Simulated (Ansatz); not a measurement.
# Deforming Hg

```
Hg
1.0
     3.09361    0.00000    0.00000
     0.00000    3.09361    0.00000
     0.00000    0.00000    3.09361
Hg
1
Direct
  0.00000 0.00000 0.00000
```

The cell was built from the sc type and relaxed in the same program, and has space group Pm-3m; it needn't be a known or the stable phase.

No spin–orbit coupling, which matters for the heavy atoms here.

The calculation used DFT, PBE, all-electron LAPW, scalar-relativistic (Ansatz 0.2.0).

Settings: a Γ-centred 12×12×12 k mesh, Fermi–Dirac smearing of 0.05 eV, basis error target 0.25 meV/atom, no spin polarisation.

The unchanged cell is at -0.05 GPa.

In a metal, stresses and small energies carry noise from the k mesh.

x, y and z are the Cartesian axes of the cell as listed; fractional coordinates follow a strain, and an engineering shear is twice the off-diagonal strain component.

Problem. With this change (equal xy, yz and zx engineering shear strains of +1 %), what becomes of the energy and stress?

Solution. Energy change under 1 meV/atom; stress change (xx, yy, zz, yz, xz, xy) 0.02, 0.02, 0.02, 0.03, 0.03, 0.03 GPa, compression positive.

With z strained by +4 % at fixed volume: energy change +3 meV/atom; stress change (xx, yy, zz, yz, xz, xy) 0.68, 0.68, -0.45, 0.00, 0.00, 0.00 GPa, compression positive.
